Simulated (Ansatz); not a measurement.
Planning a run of Ansatz 0.2.0 on LaBi (honeycomb monolayer). The input:

```yaml
crystal:
  lattice:
    - [5.4052815204, 0.0, 0.0]
    - [-2.7026407602, 4.6811111113, 0.0]
    - [0.0, 0.0, 23.2]
  atoms:
    - { symbol: La, position: [0.3333333333, 0.6666666667, 0.4995783289] }
    - { symbol: Bi, position: [0.6666666667, 0.3333333333, 0.5004216711] }
  periodic: [true, true, false]
kpoints:
  mp_grid: { grid: [6, 6, 1] }
hamiltonian:
  xc: pbe
scf:
  occupations: { method: fixed }
gw:
  n_empty_bands: 362
  ecut_chi: 42.0
  qp_bands: [v2, c2]
  qp_kpoints: band_edges
  screening: { model: contour_deformation }
```

```sh
ansatz run input.yaml --threads 4 --pin off --max-ram 13824MiB --backend cpu --events-out ev --progress --plain --runs-dir out
```

Estimate wall time and host memory on 4 threads of Arm Neoverse V1, shared host.

It took 3.4 min; on shared hardware allow 1.7 min to 6.9 min. Peak host memory was 4.8 GiB. The sizes that set the cost: 11447 plane waves a state, 7 irreducible k points, 375 bands summed, 355 plane waves in the screening and 8 SCF cycles.

The screening grows as filled bands × empty bands × pairs of k points, times the square of the screening basis for the matrix.

[Paths, hosts, dates, memory and timing lines, banners, echoed tables and standing remarks are left out of the program output.]

[Logs are printed without paths, hosts, clocks, repeated set-up lines and the standing remarks that a program may print on its own settings, such as how far it seeks lower states.]

[Runs of the session that timed out or met a known fault of the program may be left out.]

[Cells called generated may have been cut or substituted from an entry of the Crystallography Open Database or the Materials Project.]

[Hosts, paths, dates, database ids (printed as entryN), source tags and the programs' standing remarks are cut or masked in the printed files.]
